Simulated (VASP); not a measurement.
A run of VASP 6.6.1:

The input INCAR:

```
SYSTEM = Pt
ALGO     = Fast           ! electronic algorithm
EDIFF    = 1E-6           ! SCF threshold, eV
ENCUT    = 520            ! plane-wave cutoff, eV
GGA      = RE             ! functional
ISIF     = 2              ! what is computed and relaxed
ISMEAR   = 1              ! smearing method
IVDW     = 12             ! dispersion correction
LASPH    = .TRUE.         ! aspherical terms in the spheres
LCHARG   = .TRUE.         ! write CHGCAR
LREAL    = .FALSE.        ! projectors in reciprocal space
LVHAR    = .TRUE.       
LWAVE    = .FALSE.        ! write WAVECAR
NELM     = 80             ! most SCF steps
PREC     = Accurate       ! precision mode
SIGMA    = 0.1            ! smearing width, eV
```

KPOINTS

```
k-points
0
G
  18 18 18
  0 0 0
```

File POSCAR:

```
Pt                                      
1.0
    0.0000000000      1.9520098609      1.9520098609
    1.9520098609      0.0000000000      1.9520098609
    1.9520098609      1.9520098609      0.0000000000
  Pt            
     1
Direct
     0.0000000000000000    0.0000000000000000    0.0000000000000000
```

Potentials or basis: VASP PAW PBE potentials, release 64 (Pt).

Run with:

```sh
$ cat potpaw_PBE.64/Pt/POTCAR > POTCAR
$ mpirun -np 1 vasp_std > vasp.out
```

Hardware: 1 thread of Intel(R) Xeon(R) Platinum 8375C CPU @ 2.90GHz (Ice Lake), on a shared host.

Problem. How long does it take, and how much memory?

Solution. Run time: 44 s on 1 thread of Intel(R) Xeon(R) Platinum 8375C CPU @ 2.90GHz (Ice Lake), with other jobs on the host, peak memory 0.17 GiB. Counts: scf iterations 12, k points 195.
